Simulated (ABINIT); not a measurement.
**W: equation of state with PBE**

Crystal: W.

```
W
1.0
    -1.58234    1.58234    1.58234
     1.58234   -1.58234    1.58234
     1.58234    1.58234   -1.58234
W
1
Cartesian
  0.0000 0.0000 0.0000
```

```yaml
Program: ABINIT 10.8.3 (patched build)
Task: equation of state
Functional: PBE
Potentials_or_basis: JTH PAW PBE v2.0
Cutoff: 435 eV
k_mesh: 12 × 12 × 12
Occupations: fermi-dirac, width 0.05 eV
Spin: no spin polarisation
Fine-grid_cutoff: 870.764 eV
Exchange_and_correlation_inside_the_PAW_spheres: full angular mesh (pawxcdev 0, this build's default; the released program takes 1)
```

- Equilibrium volume: 16.17 Å³/atom
- Bulk modulus: 304 GPa
- Pressure derivative of the bulk modulus: 3.7

Energy against volume, from the lowest point:
```tsv
volume (Å³/atom)	energy (meV/atom)
14.897	108.45
15.214	59.30
15.531	25.75
15.848	6.47
16.165	0.00
16.482	5.49
16.798	21.70
```

It took 26 s on 1 thread of Intel(R) Xeon(R) 6975P-C (Granite Rapids), on a shared host, peak memory 0.13 GiB.

Caveat: pressures at fixed basis lie under the slope of the energies. Zero-point motion and thermal expansion aren't in these numbers.
